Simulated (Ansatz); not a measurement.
# TiSi2: 3 runs at one level of theory

```
Ti Si
1.0
    -1.47287    1.71213    4.21208
     1.47287   -1.71213    4.21208
     1.47287    1.71213   -4.21208
Ti Si
1 2
Cartesian
  0.0000 0.0000 0.0000
  0.0000 0.0000 5.6448
  0.0000 0.0000 2.7793
```

The cell comes from a database or a generator and needn't be the stable form of this composition.

Alike in all runs: task band structure; functional PBEsol; k mesh 12 × 12 × 12; occupations fermi-dirac, width 0.05 eV; no spin polarisation; no spin-orbit coupling. Pressure is positive in compression and, in plane waves, holds the error of the finite cutoff, which Ansatz's Pulay term estimates and takes out.

```
                        program and potentials  plane-wave cutoff (eV)  start seed  points for each segment of the path    start                                                                                                                              notes  pressure (GPa)  largest force (eV/Å)
                            Ansatz, Ansatz PAW                     420           0                                   14  network  potentials made for PBE, which Ansatz adapts in part; 6.67 valence electrons an atom on average; Pulay term of +0.03 GPa included           -3.64                 0.067
     Ansatz, PAW datasets made for the crystal                     260           -                                    -        -                                                                                             4 valence electrons an atom on average           -3.63                 0.067
Ansatz, all-electron LAPW, scalar-relativistic                       -           -                                    -        -                                                                                                                                  -           -3.63                 0.067
```

Force on atom 2 (Si), eV/Å:

| program and potentials | x | y | z |
| --- | --- | --- | --- |
| Ansatz, Ansatz PAW | 0.000 | 0.000 | -0.067 |
| Ansatz, PAW datasets made for the crystal | 0.000 | 0.000 | -0.067 |
| Ansatz, all-electron LAPW, scalar-relativistic | 0.000 | 0.000 | -0.067 |

The pressure spans -3.64 (Ansatz, Ansatz PAW) to -3.63 GPa (Ansatz, all-electron LAPW, scalar-relativistic), with all-electron results at -3.63.

The functional is the same throughout but for its coding, so the spread measures potentials, basis and numerics; runs on potential files found faulty are left out.
